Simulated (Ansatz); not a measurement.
Runs of Ansatz 0.2.0 on La. It takes space group P6_3/mmc (No. 194, hexagonal). The conventional cell has a = 3.750 Å, b = 3.750 Å, c = 6.070 Å, α = 90.00°, β = 90.00°, γ = 120.00°. La (site symmetry -6m2) is surrounded by 12 La at 3.73 to 3.75 Å. This isn't the form of La at room conditions, which is double hcp.

```csv
level,gap on the mesh (eV),pressure (GPa),relaxed volume (Å³/atom)
PBEsol+D4,none,0.0,33.45
PBEsol+D3(BJ),none,0.0,30.87
PBEsol,none,0.0,(a)
PBEsol+D3(BJ)-ATM,none,0.0,31.28
```

Alike in all rows: task relaxation of cell and atoms; potentials or basis Ansatz PAW; no spin polarisation; cell relaxed; k mesh 8 × 8 × 5; cutoff (eV) 420; smearing fermi-dirac 0.05 eV.

Problem. Fill in the values left out.

Solution. (a) 34.77.

Caveats: the plane-wave basis is chosen anew once the cell has moved, so the energies of steps on either side of that aren't comparable; the PAW data sets come from PBE, with cores solved anew for the run's functional, which leaves a small shift of forces and pressure; pairwise dispersion overbinds metals, which lowers pressure and volume (some runs); the volume moved by over 15 % at a fixed basis, so the end points are rough (some runs).

A k mesh can miss the band edges, and the runs leave out spin-orbit coupling on La.

A gap of «none» marks a metal or a gap under the smearing width.
